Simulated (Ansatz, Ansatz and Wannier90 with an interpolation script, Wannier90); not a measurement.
# G0W0 band structure of BAs (F-43m)

Wanted: quasiparticle gap and band widths of BAs (F-43m) over the whole zone.

Method: LDA, Wannier functions and G0W0, plane waves, PAW, in Ansatz 0.2.0.

**What was measured.**

- Gap 2.02 eV: indirect gap from square root of absorption coefficient, average of three samples; transmission and reflection spectroscopy; 300 K; bulk crystal (CVT-grown platelets about 10 um thick) (“Optical properties of cubic boron arsenide”, 2019, arxiv:1911.04914).

- Gap 4.12 eV: direct gap from square of absorption coefficient, average of two samples; spectroscopic ellipsometry; 300 K; bulk crystal (CVT-grown opaque bulk crystals) (“Optical properties of cubic boron arsenide”, 2019, arxiv:1911.04914).

- Gap 1.82 eV: indirect optical gap from absorption edge; UV-visible absorption; 300 K; bulk crystal (single crystal grown by chemical vapor transport) (“Basic Physical Properties of Cubic Boron Arsenide”, 2019, arxiv:1911.11281).

Report form: the programs' logs are mostly left out.

## 1. Starting point

The structure is cubic, space group F-43m (No. 216). The conventional cell has a = 4.777 Å, b = 4.777 Å, c = 4.777 Å, α = 90.00°, β = 90.00°, γ = 90.00°. Nearest to B lie 4 As at 2.07 Å. As has 4 B at 2.07 Å nearest. Farther neighbours are not listed.

The cell and positions come from the Crystallography Open Database and are kept as given unless a step says otherwise. The default PAW set here is soft_2. Its files were made with PBE.

## 2. LDA bands

Levels along a band path, at the cheap level, show where the edges lie and whether the meshes to come will hold them.

This step: DFT, LDA, plane waves, PAW.

input.yaml reads:

```yaml
crystal:
  lattice:
    - [0.0, 2.3885, 2.3885]
    - [2.3885, 0.0, 2.3885]
    - [2.3885, 2.3885, 0.0]
  atoms:
    - { symbol: B, position: [0.0, 0.0, 0.0] }
    - { symbol: As, position: [0.75, 0.75, 0.75] }
kpoints:
  mp_grid: { grid: [8, 8, 8] }
  band_path:
    path:
      - [[0.0, 0.0, 0.0], [-0.5, -0.5, 0.0], [-0.375, -0.375, 0.25]]
      - [[-0.375, 0.0, 0.375], [0.0, 0.0, 0.0], [0.0, 0.0, 0.5], [-0.5, -0.25, 0.25], [-0.5, -0.5, 0.0]]
    npoints: 10
hamiltonian:
  xc: lda
scf:
  occupations: { method: fermi_dirac, width: 0.02 }
  n_extra_bands: 30
output:
  eigenvalues: true
  fatbands: true
  write_density: true
  write_potential: true
  elf: true
  volumetric_format: npy
```

Command:

```sh
$ ansatz run input.yaml --threads 12 --pin off --max-ram 22118MiB --backend cpu --events-out ev --progress --plain --runs-dir out
```

Run time: 1.2 s. Hardware: 12 threads of Arm Neoverse V2, shared host; peak memory 0.39 GiB.

Numbers from this step:

```
filled bands         : 9
gap                  : 1.129 eV
valence top at       : Γ
conduction bottom at : k = (-0.400, -0.400, 0.000)
least direct gap     : 3.253 eV
```

The gap is indirect, with the least direct gap 2.12 eV higher.

Electronic bands along the path, in eV, zero at the top of the highest nominally filled band:

| point | band 6 | band 7 | band 8 | band 9 | band 10 | band 11 | band 12 | band 13 |
| --- | --- | --- | --- | --- | --- | --- | --- | --- |
| Γ | -15.39 | 0.00 | 0.00 | 0.00 | 3.25 | 3.25 | 3.25 | 4.65 |
| halfway | -14.05 | -4.07 | -2.70 | -2.70 | 1.61 | 4.47 | 7.34 | 7.34 |
| X | -11.28 | -8.41 | -4.07 | -4.07 | 1.34 | 1.43 | 11.25 | 11.25 |
| halfway | -11.24 | -8.30 | -4.91 | -3.92 | 1.54 | 2.74 | 10.60 | 10.68 |
| U | -11.31 | -8.03 | -5.96 | -3.48 | 1.99 | 5.48 | 9.15 | 9.66 |
| jump to K | -11.31 | -8.03 | -5.96 | -3.48 | 1.99 | 5.48 | 9.15 | 9.66 |
| halfway | -13.91 | -5.11 | -3.78 | -1.13 | 3.94 | 4.87 | 5.73 | 6.91 |
| Γ | -15.39 | 0.00 | 0.00 | 0.00 | 3.25 | 3.25 | 3.25 | 4.65 |
| halfway | -14.39 | -4.92 | -1.15 | -1.15 | 3.03 | 4.63 | 4.63 | 7.81 |
| L | -12.54 | -8.74 | -1.81 | -1.81 | 2.67 | 4.76 | 4.76 | 8.72 |
| halfway | -11.98 | -8.23 | -4.54 | -3.07 | 3.92 | 4.73 | 7.40 | 8.96 |
| W | -11.12 | -7.92 | -5.50 | -5.20 | 5.20 | 5.85 | 6.71 | 7.05 |
| halfway | -11.20 | -8.20 | -4.81 | -4.70 | 2.87 | 2.91 | 9.63 | 9.87 |
| X | -11.28 | -8.41 | -4.07 | -4.07 | 1.34 | 1.43 | 11.25 | 11.25 |

Valence density in the ac plane of a cell with a along [110], b along [-110] and c along [001] of the cube at fractional y = 0.000, with atoms of B and As within 0.2 Å of it. It is the smooth field of the valence electrons, not physical close to the nuclei.

Ten steps, logarithmic in the rise over the least value, from '0' (0 e/Å³) to '9' (28 e/Å³), each cell a mean:
```
2211001122221000122
2110000112210000012
1100000011100000001
0000000000000000000
0000000000000000000
0000000000000000000
0001111000000111000
0012332100001343100
0125775200013686310
1126996211124898421
1225885221223686322
2223443222222343222
1221111221222111222
```
Columns run along a (6.8 Å), rows up along c (4.8 Å), edges of the conventional cell, whose origin can differ from the input's. Atoms in or near the plane, at fractional coordinates: B at (0.50, 0.00), B at (0.00, 0.00), As at (0.75, 0.25), As at (0.25, 0.25).

ELF in the ac plane of a cell with a along [110], b along [-110] and c along [001] of the cube at fractional y = 0.000, with atoms of B and As within 0.2 Å of it. It is the smooth field of the valence electrons, not physical close to the nuclei.

Ten even steps from '_' (0.02) to '@' (0.86), each cell a mean:
```
..--++==----==++--..::++++--::--++++::
++++==::____::==++++++++--..__..--++++
**==::________::==**++--..______..--++
--::____________::--::..__________..::
______________________________________
______..::::..__________..::::::..____
____::==++++==::______..--++++++--..__
__..==********==..____--++******++--__
..==++++----++++--..::++**==--==**++::
==**##==::::==##**==++##**::..::**##++
##@@@@**----**@@@@**%%@@%%==::==%%@@%%
==%%@@%%****%%@@%%==**@@@@##**##@@@@**
__++%%%%****%%%%==__::##%%##**##%%##..
```
Columns run along a (6.8 Å), rows up along c (4.8 Å), edges of the conventional cell, whose origin can differ from the input's. Atoms in or near the plane, at fractional coordinates: B at (0.50, 0.00), B at (0.00, 0.00), As at (0.75, 0.25), As at (0.25, 0.25).

## 3. Overlaps and projections on 16×16×16

This step: overlaps and projections of LDA states for Wannier90, plane waves, PAW.

input.yaml, the sections that differ from step 2:

```yaml
kpoints:
  mp_grid: { grid: [8, 8, 8] }
scf:
  occupations: { method: fixed }
  n_extra_bands: 30
output:
  wannier:
    kmesh: [16, 16, 16]
    projections:
      - { species: As, l: p, shell: 4 }
      - { species: B, l: s, shell: 2 }
      - { species: B, l: p, shell: 2 }
    minimise: false
    seedname: w
    disentanglement: { window: [1.95, 23.09], frozen_window: [1.95, 14.97] }
# crystal, hamiltonian: as in step 2
```

The job ended after 7.4 s (12 threads; peak memory 2.1 GiB; 32 s of CPU time).

## 4. Wannier functions by Wannier90 (As:4p B:2s B:2p) on 16×16×16

Localised functions give a small Hamiltonian that interpolates between mesh points at no cost.

This step: maximally localised Wannier functions from the overlaps of LDA states (plane waves, PAW).

w.win reads:

```
num_iter = 1200
conv_tol = 1.0e-8
conv_window = 5
dis_num_iter = 4000
dis_conv_tol = 1.0e-8
dis_mix_ratio = 0.7
write_hr = true
use_ws_distance = false
num_print_cycles = 50
! ansatz wannier90 interface
! projections by site (counted from 0) and shell: 1 4P, 0 2S, 0 2P
! states of the run's bands (counted from 1): 1-16
num_bands = 16
num_wann  = 7
dis_win_min = 1.95
dis_win_max = 23.09
dis_froz_min = 1.95
dis_froz_max = 14.97
guiding_centres = true

begin unit_cell_cart
Ang
                      0.0                   2.3885                   2.3885
                   2.3885                      0.0                   2.3885
                   2.3885                   2.3885                      0.0
end unit_cell_cart

begin atoms_frac
B                        0.0                      0.0                      0.0
As                      0.75                     0.75                     0.75
end atoms_frac

mp_grid = 16 16 16

[... the mesh's points ...]
```

Command:

```sh
$ OMP_NUM_THREADS=1 mpirun -n 8 wannier90.x w > wannier90.x.log
```

Wall time 19 s (8 MPI ranks); 2.4 min of CPU time.

This step gave:

```
gauge-invariant spread     : 14.51 Å²
diagonal spread            : 0.1718 Å²
off-diagonal spread        : 4.087 Å²
total spread               : 18.77 Å²
disentanglement steps      : 207
r.m.s. interpolation error : 0.004680 eV
r.m.s. error near the gap  : 0.006616 eV
```

Near the gap the model misses directly solved bands by 6.6 meV r.m.s. and by 45 meV at most in the window tested. This tests the starting bands, not the corrections carried with them.

Wannier functions, by row:

| function | x (Å) | y (Å) | z (Å) | spread (Å²) | nearest atom | distance (Å) |
| --- | --- | --- | --- | --- | --- | --- |
| 1 | 3.583 | 3.583 | 3.583 | 2.717 | As2 | 0 |
| 2 | 3.583 | 3.583 | 3.583 | 2.717 | As2 | 0 |
| 3 | 3.583 | 3.583 | 3.583 | 2.717 | As2 | 0 |
| 4 | 0 | 0 | 0 | 2.866 | B1 | 0 |
| 5 | 0 | 0 | 0 | 2.585 | B1 | 0 |
| 6 | 0 | 0 | 0 | 2.585 | B1 | 0 |
| 7 | 0 | 0 | 0 | 2.585 | B1 | 0 |

Frozen up to 4.13 eV; above it the model need not follow the bands. Electronic bands along the path, in eV, zero at the valence-band top:

| point | band 7 | band 8 | band 9 | band 10 | band 11 | band 12 | band 13 |
| --- | --- | --- | --- | --- | --- | --- | --- |
| Γ | 0.00 | 0.00 | 0.00 | 3.25 | 3.25 | 3.25 | 4.74 |
| halfway | -4.07 | -2.70 | -2.70 | 1.61 | 4.55 | 7.34 | 7.34 |
| X | -8.41 | -4.07 | -4.07 | 1.34 | 1.43 | 11.25 | 11.25 |
| halfway | -8.30 | -4.91 | -3.92 | 1.54 | 2.74 | 10.60 | 10.72 |
| U | -8.03 | -5.96 | -3.48 | 1.99 | 5.67 | 9.15 | 9.85 |
| jump to K | -8.03 | -5.96 | -3.48 | 1.99 | 5.67 | 9.15 | 9.85 |
| halfway | -5.11 | -3.78 | -1.13 | 3.94 | 4.88 | 5.73 | 6.91 |
| Γ | 0.00 | 0.00 | 0.00 | 3.25 | 3.25 | 3.25 | 4.74 |
| halfway | -4.92 | -1.15 | -1.15 | 3.03 | 4.63 | 4.63 | 7.83 |
| L | -8.74 | -1.81 | -1.81 | 2.67 | 4.76 | 4.76 | 8.72 |
| halfway | -8.23 | -4.54 | -3.07 | 3.92 | 4.81 | 7.42 | 8.99 |
| W | -7.92 | -5.50 | -5.20 | 5.20 | 5.85 | 7.05 | 8.29 |
| halfway | -8.20 | -4.81 | -4.70 | 2.87 | 2.91 | 9.63 | 9.87 |
| X | -8.41 | -4.07 | -4.07 | 1.34 | 1.43 | 11.25 | 11.25 |

The same for Kohn-Sham, solved directly:

| point | band 7 | band 8 | band 9 | band 10 | band 11 | band 12 | band 13 |
| --- | --- | --- | --- | --- | --- | --- | --- |
| Γ | 0.00 | 0.00 | 0.00 | 3.25 | 3.25 | 3.25 | 4.65 |
| X | -8.41 | -4.07 | -4.07 | 1.34 | 1.43 | 11.25 | 11.25 |
| U | -8.03 | -5.96 | -3.48 | 1.99 | 5.48 | 9.15 | 9.66 |
| K | -8.03 | -5.96 | -3.48 | 1.99 | 5.48 | 9.15 | 9.66 |
| Γ | 0.00 | 0.00 | 0.00 | 3.25 | 3.25 | 3.25 | 4.65 |
| L | -8.74 | -1.81 | -1.81 | 2.67 | 4.76 | 4.76 | 8.72 |
| W | -7.92 | -5.50 | -5.20 | 5.20 | 5.85 | 6.71 | 7.05 |
| X | -8.41 | -4.07 | -4.07 | 1.34 | 1.43 | 11.25 | 11.25 |

## 5. G0W0 at every point of the mesh: 8×8×8 mesh, 125 empty bands, screening to 160 eV

G0W0 replaces the xc potential by the self-energy, built once from these orbitals. Only a window of levels is corrected, while the sums run over the empty bands that the input names.

This step: G0W0 on LDA, plane waves, PAW.

input.yaml, the sections that differ from step 3:

```yaml
scf:
  occupations: { method: fixed }
gw:
  n_empty_bands: 125
  ecut_chi: 160.0
  qp_bands: [v3, c3]
  screening: { model: contour_deformation }
# crystal, kpoints, hamiltonian: as in step 3
# output: removed
```

Command:

```sh
$ ansatz run input.yaml --threads 12 --pin off --max-ram 22118MiB --backend cpu --events-out ev --progress --plain --runs-dir out
```

Wall time 3.8 min (12 threads); peak memory 0.78 GiB.

Numbers from this step:

| Quantity | Value |
| --- | --- |
| bands summed | 134 |
| RPA ε∞ on this mesh (eigenvalues) | 9.715, 9.715, 9.715 |
| plane waves in the screening matrix | 137 |
| q-points in the mesh | 512 |
| G0W0 gap on the mesh | 1.809 eV |
| k of the valence top | 0, 0, 0 |
| k of the conduction bottom | 0, 0.375, 0.375 |
| starting gap on the mesh | 1.144 eV |
| Z at the valence top | 0.7936 |
| Z at the conduction bottom | 0.8048 |
| least direct G0W0 gap on the computed points | 4.100 eV |

The gap on the mesh goes from 1.14 eV to 1.81 eV, a correction of +0.67 eV. Between the two edge states, bare exchange in place of the xc potential would open the gap by 5.35 eV, and correlation takes back 4.69 eV.

## 6. Interpolating the corrections

A script adds the corrections, carried to the Wannier functions and back, to the LDA levels, along the path and on a 18×18×18 mesh.

| Property | Result |
| --- | --- |
| G0W0 gap over the zone | 1.784 eV |
| valence top at | Γ |
| starting gap over the zone | 1.129 eV |
| least direct G0W0 gap | 4.100 eV |
| G0W0 gap on the mesh | 1.809 eV |
| valence width, start | 8.743 eV |
| valence width, G0W0 | 8.962 eV |
| gap by a rigid shift | 1.794 eV |

Levels solved directly plus the interpolated quasiparticle correction. Limits: finite bands, cutoff and mesh; no spin-orbit coupling. The quasiparticle bands at the labelled points (eV, zero at the valence-band top of each set):

| point | band 7 | band 8 | band 9 | band 10 |
| --- | --- | --- | --- | --- |
| Γ | 0.00 | 0.00 | 0.00 | 4.10 |
| halfway | -4.25 | -2.82 | -2.82 | 2.33 |
| X | -8.73 | -4.26 | -4.26 | 2.00 |
| halfway | -8.62 | -5.09 | -4.10 | 2.22 |
| U | -8.35 | -6.15 | -3.64 | 2.68 |
| jump to K | -8.35 | -6.15 | -3.64 | 2.68 |
| halfway | -5.30 | -3.93 | -1.21 | 4.84 |
| Γ | 0.00 | 0.00 | 0.00 | 4.10 |
| halfway | -5.11 | -1.20 | -1.20 | 3.86 |
| L | -8.96 | -1.91 | -1.91 | 3.46 |
| halfway | -8.47 | -4.74 | -3.21 | 4.76 |
| W | -8.27 | -5.68 | -5.38 | 6.04 |
| halfway | -8.53 | -5.01 | -4.88 | 3.52 |
| X | -8.73 | -4.26 | -4.26 | 2.00 |

The same for LDA:

| point | band 7 | band 8 | band 9 | band 10 |
| --- | --- | --- | --- | --- |
| Γ | 0.00 | 0.00 | 0.00 | 3.25 |
| X | -8.41 | -4.07 | -4.07 | 1.34 |
| U | -8.03 | -5.96 | -3.48 | 1.99 |
| K | -8.03 | -5.96 | -3.48 | 1.99 |
| Γ | 0.00 | 0.00 | 0.00 | 3.25 |
| L | -8.74 | -1.81 | -1.81 | 2.67 |
| W | -7.92 | -5.50 | -5.20 | 5.20 |
| X | -8.41 | -4.07 | -4.07 | 1.34 |

Minima of the lowest conduction band, from levels solved directly at the displaced points, plus the interpolated correction; masses are left empty at degenerate points, on flat bands and where the interpolated correction rules the curvature; G0W0 masses are rough. Conduction valleys, by row:

| point | k (reciprocal lattice) | valleys in the zone | G0W0 level above the valence top (eV) | LDA level above the valence top (eV) | G0W0 principal masses (m_e) | LDA principal masses (m_e) |
| --- | --- | --- | --- | --- | --- | --- |
| - | -0.406 -0.406 -0.000 | 6 | 1.784 | 1.129 | 0.210 0.210 1.004 | 0.215 0.215 1.102 |

Second differences of levels solved directly at the displaced points, plus the interpolated correction, at the quasiparticle band edges; no spin-orbit coupling; left empty where the band is flat or the interpolated correction rules the curvature. Effective masses, by row:

| carrier | point | Cartesian direction | band | LDA mass (m_e) | G0W0 mass (m_e) |
| --- | --- | --- | --- | --- | --- |
| hole | Γ | 100 | 9 | 0.233 | 0.237 |
| hole | Γ | 100 | 8 | 0.233 | 0.234 |
| hole | Γ | 100 | 7 | 0.225 | 0.233 |
| hole | Γ | 010 | 9 | 0.233 | 0.237 |
| hole | Γ | 010 | 8 | 0.233 | 0.234 |
| hole | Γ | 010 | 7 | 0.225 | 0.233 |
| hole | Γ | 001 | 9 | 0.233 | 0.237 |
| hole | Γ | 001 | 8 | 0.233 | 0.234 |
| hole | Γ | 001 | 7 | 0.225 | 0.233 |
| hole | Γ | 110 | 8 | 0.233 | 0.234 |
| hole | Γ | 110 | 7 | 0.122 | 0.122 |
| hole | Γ | 111 | 9 | 0.562 | 0.607 |
| hole | Γ | 111 | 8 | 0.562 | 0.607 |
| hole | Γ | 111 | 7 | 0.106 | 0.105 |
| electron | -0.406 -0.406 -0.000 | 100 | 10 | 0.215 | 0.209 |
| electron | -0.406 -0.406 -0.000 | 010 | 10 | 0.215 | 0.209 |
| electron | -0.406 -0.406 -0.000 | 001 | 10 | 1.103 | 1.004 |
| electron | -0.406 -0.406 -0.000 | 110 | 10 | 0.215 | 0.209 |
| electron | -0.406 -0.406 -0.000 | 111 | 10 | 0.294 | 0.285 |

The density of states has structure finer than the step of the table below, so its rows give means over 0.5 eV, whole bins alone (the curve runs from -10 to 4.7 eV). Peaks (eV: height): G0W0 -8.20: 1.49, -3.90: 1.17, 4.20: 1.40; LDA -7.90: 1.50, -3.70: 1.19, 3.30: 1.46.

Wannier model on a dense mesh, Gaussian width 0.15 eV. Limits: finite bands, cutoff and mesh; no spin-orbit coupling. Density of states against energy, zero at the valence-band top of each set; means over each step; values in states/eV/cell:

| energy (eV) | G0W0 | LDA |
| --- | --- | --- |
| -9.5 | 6.3e-5 | 0 |
| -9.0 | 0.0879 | 0.0115 |
| -8.5 | 0.813 | 0.306 |
| -8.0 | 1.02 | 1.16 |
| -7.5 | 0.504 | 0.719 |
| -7.0 | 0.359 | 0.423 |
| -6.5 | 0.299 | 0.310 |
| -6.0 | 0.639 | 0.480 |
| -5.5 | 0.787 | 0.809 |
| -5.0 | 0.812 | 0.779 |
| -4.5 | 0.942 | 0.879 |
| -4.0 | 1.11 | 1.11 |
| -3.5 | 1.04 | 1.10 |
| -3.0 | 0.963 | 1.02 |
| -2.5 | 0.886 | 0.951 |
| -2.0 | 0.789 | 0.873 |
| -1.5 | 0.469 | 0.532 |
| -1.0 | 0.283 | 0.316 |
| -0.5 | 0.168 | 0.178 |
| 0.0 | 0.0379 | 0.0370 |
| 0.5 | 1.0e-4 | 9.0e-5 |
| 1.0 | 0 | 0.0233 |
| 1.5 | 0.00443 | 0.228 |
| 2.0 | 0.136 | 0.444 |
| 2.5 | 0.363 | 0.645 |
| 3.0 | 0.488 | 1.12 |
| 3.5 | 0.787 | 1.29 |
| 4.0 | 1.22 | 0.902 |

Corrections by starting level (eV, on the run's own energy scale, so only their differences matter):

| start | correction |
| --- | --- |
| -8.74 | −0.58 |
| -7.58 | −0.64 |
| -5.75 | −0.56 |
| -4.63 | −0.55 |
| -3.71 | −0.52 |
| -2.73 | −0.49 |
| -1.90 | −0.44 |
| -1.15 | −0.41 |
| 0.00 | −0.36 |
| 1.34 | +0.38 |
| 1.98 | +0.36 |
| 2.91 | +0.36 |
| 3.42 | +0.48 |
| 4.47 | +0.40 |
| 4.88 | +0.53 |
| 5.78 | +0.50 |
| 6.86 | +0.54 |
| 10.10 | +0.56 |

## 7. LDA+SOC bands, for comparison

The many-body steps leave out spin-orbit coupling, so its effect is taken from a two-component run, with twice the bands.

This step: DFT, LDA with spin-orbit coupling, plane waves, PAW.

input.yaml, the sections that differ from step 5:

```yaml
kpoints:
  mp_grid: { grid: [8, 8, 8] }
  band_path:
    path:
      - [[0.0, 0.0, 0.0], [-0.5, -0.5, 0.0], [-0.375, -0.375, 0.25]]
      - [[-0.375, 0.0, 0.375], [0.0, 0.0, 0.0], [0.0, 0.0, 0.5], [-0.5, -0.25, 0.25], [-0.5, -0.5, 0.0]]
    npoints: 10
scf:
  occupations: { method: fermi_dirac, width: 0.02 }
  n_extra_bands: 8
magnetization:
  noncollinear: true
  spin_orbit: true
output:
  eigenvalues: true
# crystal, hamiltonian: as in step 5
# gw: removed
```

Wall time 1.8 s (12 threads); peak memory 0.49 GiB.

This step gave:

* filled bands: 18
* gap: 1.062 eV
* valence top at: Γ
* conduction bottom at: k = (-0.400, -0.400, 0.000)
* least direct gap: 3.042 eV

The gap stands −0.07 eV against LDA.

Electronic bands along the path, in eV, zero at the top of the highest nominally filled band:

| point | band 15 | band 16 | band 17 | band 18 | band 19 | band 20 | band 21 | band 22 |
| --- | --- | --- | --- | --- | --- | --- | --- | --- |
| Γ | 0.00 | 0.00 | 0.00 | 0.00 | 3.04 | 3.04 | 3.26 | 3.26 |
| halfway | -2.83 | -2.83 | -2.70 | -2.70 | 1.54 | 1.54 | 4.41 | 4.41 |
| X | -4.21 | -4.21 | -4.07 | -4.07 | 1.27 | 1.27 | 1.36 | 1.36 |
| halfway | -5.01 | -4.95 | -3.98 | -3.98 | 1.47 | 1.48 | 2.66 | 2.69 |
| U | -6.08 | -5.98 | -3.55 | -3.54 | 1.92 | 1.93 | 5.39 | 5.43 |
| jump to K | -6.08 | -5.98 | -3.55 | -3.54 | 1.92 | 1.93 | 5.39 | 5.43 |
| halfway | -3.90 | -3.80 | -1.20 | -1.20 | 3.86 | 3.88 | 4.79 | 4.80 |
| Γ | 0.00 | 0.00 | 0.00 | 0.00 | 3.04 | 3.04 | 3.26 | 3.26 |
| halfway | -1.29 | -1.29 | -1.14 | -1.14 | 2.97 | 2.97 | 4.49 | 4.49 |
| L | -1.96 | -1.96 | -1.81 | -1.81 | 2.61 | 2.61 | 4.65 | 4.65 |
| halfway | -4.65 | -4.58 | -3.17 | -3.10 | 3.85 | 3.85 | 4.61 | 4.71 |
| W | -5.65 | -5.50 | -5.27 | -5.25 | 5.13 | 5.14 | 5.79 | 5.79 |
| halfway | -4.95 | -4.85 | -4.75 | -4.73 | 2.77 | 2.82 | 2.84 | 2.85 |
| X | -4.21 | -4.21 | -4.07 | -4.07 | 1.27 | 1.27 | 1.36 | 1.36 |

## 8. Summary of results

- LDA gap: 1.13 eV
- G0W0 gap over the zone: 1.78 eV, indirect
- least direct G0W0 gap, in the model: 4.10 eV
- with the spin-orbit change: 1.72 eV
- GW settings: 8×8×8 mesh, 125 empty bands, screening to 160 eV
- known limits: not at the basis limit; no spin-orbit coupling

The Wannier model follows the LDA bands to 7 meV r.m.s. near the gap. The G0W0 gap over the zone is 1.78 eV, indirect, from Γ to k = (-0.406, -0.406, 0.000); on the mesh alone it is 1.81 eV, and a rigid shift of the LDA bands would give 1.79 eV. The valence width in the model goes from 8.74 eV to 8.96 eV. At the band edge the lightest electron mass is 0.21 m_e at the start and 0.21 m_e in G0W0; the G0W0 masses rest on corrections from the 8×8×8 mesh alone and are rough. LDA+SOC gives a gap of 1.06 eV on the same path, a spin-orbit change of −0.07 eV that would bring the G0W0 gap to 1.72 eV. Against experiment, by G0W0@LDA with the spin-orbit change: the gap of 1.72 eV lies −0.30 eV from the measured 2.02 eV (indirect, 300 K, 2019); the direct gap of 3.89 eV lies −0.23 eV from the measured 4.12 eV (direct, 300 K, 2019); the gap of 1.72 eV lies −0.10 eV from the measured 1.82 eV (indirect, 300 K, 2019). An exciton line or allowed optical edge lies below the quasiparticle gap by the binding energy; a forbidden edge can push the onset above it. The calculation has static nuclei and no excitons; a measured gap holds zero-point and thermal motion, which mostly lowers it. Bands and cutoff are finite, so the gap is not at the basis limit. The miss can reach some tenths of an eV and take either sign; the mesh is an error of its own. Above the frozen window of the model the interpolated levels need not meet the computed ones, even at points of the mesh.

[Paths, hosts, dates, memory and timing lines, banners, echoed tables and standing remarks are left out of the program output.]

[Logs are printed without paths, hosts, clocks, repeated set-up lines and the standing remarks that a program may print on its own settings, such as how far it seeks lower states.]

[Runs of the session that timed out or met a known fault of the program may be left out.]

[Hosts, paths, dates, database ids (printed as entryN), source tags and the programs' standing remarks are cut or masked in the printed files.]
